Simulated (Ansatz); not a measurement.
**Si: properties at the relaxed cell**

An exercise on one series of results from a longer session: the logs are not shown, and one member is left open.

Method: DFT LDA, scalar-relativistic, plane waves, PAW, in Ansatz 0.2.0.

1 further run of the same task is left out (set aside as unsound or not needed). Runs told in other sessions of the task aren't counted.

### The structure to begin with

The structure is monoclinic, space group C2/m (No. 12). The conventional cell has a = 13.717 Å, b = 3.817 Å, c = 6.291 Å, α = 90.00°, β = 96.73°, γ = 90.00°. Si (site symmetry m) has 4 Si at 2.32 to 2.36 Å in its first shell of neighbours. Si (site symmetry m) has 4 Si at 2.36 to 2.39 Å in its first shell of neighbours. Si (site symmetry m) has 4 Si at 2.30 to 2.32 Å in its first shell of neighbours. Si (site symmetry m) has 4 Si at 2.30 to 2.39 Å in its first shell of neighbours.

Coordinates:

```xyz
8
Lattice="6.8586 -1.9084 0.0020 6.8586 1.9084 0.0020 -0.7391 0.0000 6.2471" Properties=species:S:1:pos:R:3 pbc="T T T"
Si    0.1126    0.0000    5.4558
Si   12.8656    0.0000    0.7953
Si    7.1850    0.0000    4.0830
Si    5.7932    0.0000    2.1680
Si    2.8726    0.0000    0.3577
Si   10.1055    0.0000    5.8933
Si    9.5402    0.0000    3.6617
Si    3.4379    0.0000    2.5894
```

It goes back to an entry of the Materials Project, which need not be the stable form.

This cell was relaxed beforehand with the same method: volume 20.44 Å³/atom, gap on the mesh 0.13 eV.

The first run:

input.yaml

```yaml
crystal:
  lattice:
    - [6.7893298186, -1.889126389, 0.0019358242]
    - [6.7893298186, 1.889126389, 0.0019358242]
    - [-0.7316098275, 0.0, 6.1840297315]
  atoms:
    - { symbol: Si, position: [0.0552606046, 0.0552606046, 0.8732930166] }
    - { symbol: Si, position: [0.9447393954, 0.9447393954, 0.1267069834] }
    - { symbol: Si, position: [0.5589873878, 0.5589873878, 0.6532364387] }
    - { symbol: Si, position: [0.4410126122, 0.4410126122, 0.3467635613] }
    - { symbol: Si, position: [0.2124950298, 0.2124950298, 0.0571328847] }
    - { symbol: Si, position: [0.7875049702, 0.7875049702, 0.9428671153] }
    - { symbol: Si, position: [0.727048924, 0.727048924, 0.5856835381] }
    - { symbol: Si, position: [0.272951076, 0.272951076, 0.4143164619] }
basis:
  ecutwfc: 420
kpoints:
  mp_grid: { grid: [10, 10, 6] }
hamiltonian:
  xc: lda
scf:
  occupations: { method: gaussian, width: 0.01 }
output:
  forces: true
  stress: true
  eigenvalues: true
  write_density: true
  write_potential: true
  elf: true
  volumetric_format: npy
relax:
  adjacent_minimum: "off"
  f_tol: 0.01
  max_steps: 30
  cell: { stress_tol: 0.1, fix: [volume] }
```

Command:

```
$ ansatz run input.yaml --threads 2 --pin off --max-ram 5120MiB --backend cpu --events-out ev --progress --plain --runs-dir out
```

Among the steps run: Point at V/V0 = 0.97; Volume × 1.03; The cell scaled to 0.94 of its volume; Volume × 1.06; Volume × 0.91; The cell scaled to 1.10 of its volume; The cell scaled to 0.88 of its volume.

One table of the session follows, with a row left open; its other results are not shown here.

It belongs to the step «Fit of the equation of state». 

| volume (Å³/atom) | energy above the lowest point (meV/atom) | pressure (GPa) | gap on the mesh (eV) |
| --- | --- | --- | --- |
| 17.990 | 98.5 | 14.12 | 0.00 |
| 18.603 | 52.7 | 9.86 | 0.00 |
| 19.216 | ? | ? | ? |
| 19.830 | 5.3 | 2.84 | 0.08 |
| 20.443 | 0.0 | 0.01 | 0.13 |
| 21.056 | 4.7 | -2.42 | 0.18 |
| 21.669 | 18.1 | -4.50 | 0.22 |
| 22.487 | 47.1 | -6.80 | 0.27 |

**Question.** Estimate the row for volume (Å³/atom) = 19.216.

Worked estimate for «energy above the lowest point (meV/atom)». A straight line through the neighbours (18.603, 52.7) and (19.830, 5.3) gives 52.7 + (5.3 − 52.7) × (19.216 − 18.603) / (19.830 − 18.603) = 29.0; a parabola fitted to 4 rows on both sides gives 22.3.

As computed: energy above the lowest point (meV/atom): 22.3; pressure (GPa): 6.11; gap on the mesh (eV): 0.03. In «energy above the lowest point (meV/atom)» the line misses by +6.7 and the parabola by 0.0.
